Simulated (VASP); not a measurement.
# Si (Fd-3m) in VASP: notebook

The runs below take Si through single point, with PBE.

All numbers are computed with VASP 6.6.1; they aren't measurements. Logs are shortened: lines on timing, memory, paths and dates and some standing lists are left out, and cuts for length are marked.

## (1) The undisturbed crystal

It takes space group Fd-3m (No. 227, cubic). Conventional cell: a = 5.444 Å, b = 5.444 Å, c = 5.444 Å, α = 90.00°, β = 90.00°, γ = 90.00°. Around Si (site symmetry -43m) lie 4 Si at 2.36 Å.

## (2) Single point, PBE (grid = ENCUT=250 dk=0.45 cell=2x2x1 ISMEAR=0 SIGMA=0.05 LREAL=Auto EDIFF=1e-06)

The input, INCAR:

```
SYSTEM = Si7W
ALGO = Fast
EDIFF = 1E-6
ENCUT = 250
GGA = PE
ISIF = 2
ISMEAR = 0
LASPH = .True.
LCHARG = .False.
LREAL = Auto
LWAVE = .False.
NBANDS = 29
NELM = 120
PREC = Accurate
SIGMA = 0.05
```

The input, KPOINTS:

```
k-points
0
Gamma
  5 5 5
  0 0 0
```

The input, POSCAR:

```
Si7W
1.0
    0.0000000000      5.4437023730      5.4437023730
    5.4437023730      0.0000000000      5.4437023730
    2.7218511865      2.7218511865      0.0000000000
W Si
1 7
Direct
    0.2500000000      0.2500000000      0.5000000000
    0.2500000000      0.7500000000      0.5000000000
    0.7500000000      0.2500000000      0.5000000000
    0.7500000000      0.7500000000      0.5000000000
    0.3750000000      0.3750000000      0.7500000000
    0.3750000000      0.8750000000      0.7500000000
    0.8750000000      0.3750000000      0.7500000000
    0.8750000000      0.8750000000      0.7500000000
```

Potentials or basis: VASP PAW PBE potentials, release 64 (W_sv, Si).

Command:

```console
cat potpaw_PBE.64/W_sv/POTCAR potpaw_PBE.64/Si/POTCAR > POTCAR
mpirun -np 1 vasp_std > vasp.out
```

OUTCAR:

```text
SYSTEM = Si7W
   EDIFF = 1E-6
   ENCUT = 250
   GGA = PE
   ISIF = 2
   ISMEAR = 0
   LASPH = .True.
   LREAL = Auto
   NELM = 120
   PREC = Accurate

 Found     27 irreducible k-points:

 Following reciprocal coordinates:
            Coordinates               Weight
  0.000000  0.000000  0.000000      1.000000
  0.200000  0.000000  0.000000      4.000000
  0.400000  0.000000  0.000000      4.000000
  0.200000  0.200000  0.000000      2.000000
  0.400000  0.200000  0.000000      4.000000
 -0.400000  0.200000  0.000000      4.000000
   k-points           NKPTS =     27   k-points in BZ     NKDIM =     27   number of bands    NBANDS=     29
   number of dos      NEDOS =    301   number of ions     NIONS =      8
   total plane-waves  NPLWV =  32000
   dimension x,y,z NGX =    40 NGY =   40 NGZ =   20
   dimension x,y,z NGXF=    80 NGYF=   80 NGZF=   40
   ions per type =               1   7
   NGX,Y,Z   is equivalent  to a cutoff of   8.64,  8.64,  8.64 a.u.
   NGXF,Y,Z  is equivalent  to a cutoff of  17.28, 17.28, 17.28 a.u.
 SYSTEM =  Si7W
   PREC   = accura    normal or accurate (medium, high low for compatibility)
   ISTART =      0    job   : 0-new  1-cont  2-samecut
   ICHARG =      2    charge: 1-file 2-atom 10-const
   ISPIN  =      1    spin polarized calculation?
   LNONCOLLINEAR =      F non collinear calculations
   LSORBIT =      F    spin-orbit coupling
   LASPH  =      T    aspherical Exc in radial PAW
   ENCUT  =  250.0 eV  18.37 Ry    4.29 a.u.   9.93  9.93  4.96*2*pi/ulx,y,z
   NELM   =    120;   NELMIN=  2; NELMDL= -5     # of ELM steps
   EDIFF  = 0.1E-05   stopping-criterion for ELM
   LREAL  =      T    real-space projection
   EDIFFG = 0.1E-04   stopping-criterion for IOM
   NSW    =      0    number of steps for IOM
   IBRION =     -1    ionic relax: 0-MD 1-quasi-New 2-CG
   NFREE  =      0    steps in history (QN), initial steepest desc. (CG)
   ISIF   =      2    stress and relaxation
   ISYM   =      2    0-nonsym 1-usesym 2-fastsym
   POTIM  = 0.5000    time-step for ionic-motion
   TEBEG  =    0.0;   TEEND  =   0.0 temperature during run
   PSTRESS=    0.0 pullay stress
   NELECT =      42.0000    total number of electrons
   NUPDOWN=      -1.0000    fix difference up-down
   EMIN   =  10.00;   EMAX   =-10.00  energy-range for DOS
   EFERMI =   0.00;   METHOD = LEGACY
   ISMEAR =     0;   SIGMA  =   0.05  broadening in eV -4-tet -1-fermi 0-gaus
   EFERMI_NEDOS =   21; number of points for ismear=-14 and -15
   IALGO  =     68    algorithm
   IMIX   =      4    mixing-type and parameters
     AMIX     =   0.40;   BMIX     =  1.00
     AMIX_MAG =   1.60;   BMIX_MAG =  1.00
  volume/ion in A,a.u.               =      20.16       136.08
  Fermi-wavevector in a.u.,A,eV,Ry     =   1.045354  1.975433 14.867982  1.092766
  Thomas-Fermi vector in A             =   2.180146
   LORBIT       =      0    0 simple, 1 ext, 2 COOP (PROOUT), +10 PAW based schemes
   GGA     = PE    functional components
   LHFCALC =     F    Hartree Fock is set to
   AEXX    =    0.0000 exact exchange contribution
   IVDW    =     0    specifies the selected vdW correction
   LEPSILON=     F    determine dielectric tensor
   LRPA    =     F    only Hartree local field effects (RPA)
 non-spin polarized calculation
 RMM-DIIS sequential band-by-band and
 Gauss-broadening in eV      SIGMA  =   0.05
  energy-cutoff  :      250.00
  volume of cell :      161.32
 maximum number of plane-waves:      1462
   NGX = 19   NGY = 19   NGZ =  9

 number of electron      42.0000017 magnetization

 Free energy of the ion-electron system (eV)
  ---------------------------------------------------
  ext. energy  EPLUGINS =         0.00000000
  ---------------------------------------------------
  free energy    TOTEN  =       -47.05922450 eV

  energy without entropy =      -47.05538832  energy(sigma->0) =      -47.05730641

 E-fermi :   5.8862     XC(G=0):  -9.7321

 val. band max:        5.8694491482   @ k =  -0.4000   0.4000   0.0000
 cond. band min:       5.9226892983   @ k =  -0.4000   0.2000   0.0000
 fundamental gap:      0.0532401501
 Fermi energy:         5.8862172731

 k-point     1 :       0.0000    0.0000    0.0000
  band No.  band energies     occupation
      1     -67.4117      2.00000
      2     -31.7976      2.00000
      3     -31.7522      2.00000
      4     -31.6739      2.00000
      5      -5.7343      2.00000
      6      -3.7099      2.00000
      7      -3.0666      2.00000
      8      -1.7272      2.00000
      9      -1.1915      2.00000
     10      -0.6384      2.00000
     11       0.6599      2.00000
     12       3.3646      2.00000
     13       3.4692      2.00000
     14       3.5004      2.00000
     15       4.0311      2.00000
     16       4.0568      2.00000
     17       4.4702      2.00000
     18       4.6812      2.00000
     19       5.1009      2.00000
     20       5.4163      2.00000
     21       5.4383      2.00000
     22       5.9977      0.00161
     23       7.0637      0.00000
     24       7.4835      0.00000
     25       7.9820      0.00000
     26       8.1591      0.00000
     27       8.7928      0.00000
     28       8.9688      0.00000
     29       9.7266      0.00000

 k-point     2 :       0.2000    0.0000    0.0000
  band No.  band energies     occupation
      1     -67.4117      2.00000
      2     -31.7976      2.00000
      3     -31.7522      2.00000
      4     -31.6738      2.00000
      5      -5.6116      2.00000
      6      -3.9560      2.00000
      7      -3.2045      2.00000
      8      -1.9414      2.00000
      9      -0.8435      2.00000
     10      -0.3021      2.00000
     11       0.9874      2.00000
     12       2.8953      2.00000
     13       3.3822      2.00000
     14       3.5190      2.00000
     15       4.0081      2.00000
     16       4.0535      2.00000
     17       4.2766      2.00000
     18       4.4876      2.00000
     19       5.0691      2.00000
     20       5.3419      2.00000
     21       5.5374      2.00000
     22       6.0998      0.00000
     23       7.1489      0.00000
     24       7.4538      0.00000
     25       8.1131      0.00000
     26       8.5648      0.00000
     27       8.9255      0.00000
     28       8.9617      0.00000
     29       9.1934      0.00000

 k-point     3 :       0.4000    0.0000    0.0000
  band No.  band energies     occupation
      1     -67.4118      2.00000
      2     -31.7977      2.00000
      3     -31.7522      2.00000
      4     -31.6738      2.00000
      5      -5.2833      2.00000
      6      -4.5317      2.00000
      7      -3.2186      2.00000
      8      -2.2439      2.00000
      9      -0.4938      2.00000
     10       0.5203      2.00000
     11       1.5879      2.00000
     12       2.3070      2.00000
     13       2.7111      2.00000
     14       3.3946      2.00000
     15       3.8516      2.00000
     16       4.0725      2.00000
     17       4.1361      2.00000
     18       4.3179      2.00000
     19       5.0843      2.00000
     20       5.3221      2.00000
     21       6.0465      0.00001
     22       6.2842      0.00000
     23       6.7312      0.00000
     24       7.4376      0.00000
     25       7.8765      0.00000
     26       8.1108      0.00000
     27       8.8886      0.00000
     28       8.9227      0.00000
     29       9.6981      0.00000

 k-point     4 :       0.2000    0.2000    0.0000
  band No.  band energies     occupation
      1     -67.4117      2.00000
      2     -31.7975      2.00000
      3     -31.7521      2.00000
      4     -31.6739      2.00000
      5      -5.5678      2.00000
      6      -3.7727      2.00000
      7      -3.4950      2.00000
      8      -2.2502      2.00000
      9      -0.3941      2.00000
     10      -0.3603      2.00000
     11       1.1737      2.00000
     12       3.0999      2.00000
     13       3.3517      2.00000
     14       3.4505      2.00000
     15       4.1635      2.00000
     16       4.2510      2.00000
     17       4.2589      2.00000
     18       4.3571      2.00000
     19       4.6812      2.00000
     20       5.1752      2.00000
     21       5.2533      2.00000
     22       6.2091      0.00000
     23       7.0556      0.00000
     24       7.7850      0.00000
     25       7.8862      0.00000
     26       8.6640      0.00000
     27       9.0170      0.00000
     28       9.0510      0.00000
     29       9.1040      0.00000

 k-point     5 :       0.4000    0.2000    0.0000
  band No.  band energies     occupation
      1     -67.4118      2.00000
      2     -31.7977      2.00000
      3     -31.7522      2.00000
      4     -31.6739      2.00000
      5      -5.2957      2.00000
      6      -4.2827      2.00000
      7      -3.5653      2.00000
      8      -2.3489      2.00000
      9      -0.3702      2.00000
     10       0.6044      2.00000
     11       1.6309      2.00000
     12       2.5248      2.00000
     13       3.0166      2.00000
     14       3.3704      2.00000
     15       3.6857      2.00000
     16       4.1117      2.00000
     17       4.1968      2.00000
     18       4.3532      2.00000
     19       4.6967      2.00000
     20       5.1899      2.00000
     21       5.6910      2.00000
     22       6.3745      0.00000
     23       6.9629      0.00000
     24       7.5064      0.00000
     25       7.8558      0.00000
     26       8.3173      0.00000
     27       8.8595      0.00000
     28       8.9901      0.00000
     29       9.1487      0.00000

 k-point     6 :      -0.4000    0.2000    0.0000
  band No.  band energies     occupation
      1     -67.4118      2.00000
      2     -31.7977      2.00000
      3     -31.7522      2.00000
      4     -31.6738      2.00000
      5      -5.0736      2.00000
      6      -4.6325      2.00000
      7      -3.6629      2.00000
      8      -2.0102      2.00000
      9      -0.4819      2.00000
     10       1.0112      2.00000
     11       1.5975      2.00000
     12       2.0679      2.00000
     13       2.8659      2.00000
     14       3.4600      2.00000
     15       3.7417      2.00000
     16       3.8116      2.00000
     17       4.2595      2.00000
     18       4.5425      2.00000
     19       4.6391      2.00000
     20       5.1412      2.00000
     21       5.9227      0.30227
     22       6.3230      0.00000
     23       6.6818      0.00000
     24       7.4792      0.00000
     25       7.8223      0.00000
     26       8.5002      0.00000
     27       8.8864      0.00000
     28       9.1060      0.00000
     29       9.7215      0.00000

 [... further k-points ...]

------------------------ aborting loop because EDIFF is reached ----------------------------------------

  FORCE on cell =-STRESS in cart. coord.  units (eV):
  Direction    XX          YY          ZZ          XY          YZ          ZX
  --------------------------------------------------------------------------------------
  -------------------------------------------------------------------------------------
  Total        4.2806651      4.2806651      5.4860096     -0.6035005      0.0000000      0.0000000
  in kB       42.5146606     42.5146606     54.4858877     -5.9938393      0.0000000      0.0000000
  external PRESSURE =      46.5050696 kB  Pullay stress =       0.0000000 kB

 VOLUME and BASIS-vectors are now :
 -----------------------------------------------------------------------------
  energy-cutoff  :      250.00
  volume of cell :      161.32
      direct lattice vectors                 reciprocal lattice vectors
     0.000000000  5.443702373  5.443702373    -0.091849254  0.091849254  0.091849254
     5.443702373  0.000000000  5.443702373     0.091849254 -0.091849254  0.091849254
     2.721851186  2.721851186  0.000000000     0.183698507  0.183698507 -0.183698507

 POSITION                                       TOTAL-FORCE (eV/Angst)
 -----------------------------------------------------------------------------------
      2.72185      2.72185      2.72185         0.000000      0.000000     -0.097895
      5.44370      2.72185      5.44370         0.224140     -0.224140      0.025963
      2.72185      5.44370      5.44370        -0.224140      0.224140      0.025963
      5.44370      5.44370      8.16555         0.000000      0.000000      0.276836
      4.08278      4.08278      4.08278         0.000000      0.000000      0.962113
      6.80463      4.08278      6.80463        -0.468097      0.468097     -0.595084
      4.08278      6.80463      6.80463         0.468097     -0.468097     -0.595084
      6.80463      6.80463      9.52648         0.000000      0.000000     -0.002811
 -----------------------------------------------------------------------------------
    total drift:                               -0.000000     -0.000000     -0.000062

  FREE ENERGIE OF THE ION-ELECTRON SYSTEM (eV)
  ---------------------------------------------------
  free  energy   TOTEN  =       -47.0592244984 eV

  energy  without entropy=      -47.0553883229  energy(sigma->0) =      -47.05730641
```

It took 62 s on 1 thread of Intel Xeon Platinum 8488C (Sapphire Rapids), shared host; peak memory 0.18 GiB.

The run converged, but some of its settings lie outside the range that counts as converged, so its numbers aren't taken as properties of the crystal.

What came out:

```yaml
Free_energy: -47.0592 eV
Largest_force: 0.962 eV/Å
Band_gap_on_the_k_mesh: none (metal or under the smearing width)
```

Caveat: the k mesh is coarse (spacing up to 0.40 Å⁻¹), so the values aren't converged; the cutoff is under 1.25 times the usual one of these potentials, so pressure, stress and relaxed cells hold a basis-set (Pulay) error.

(Part 1 of 2 ends here.)
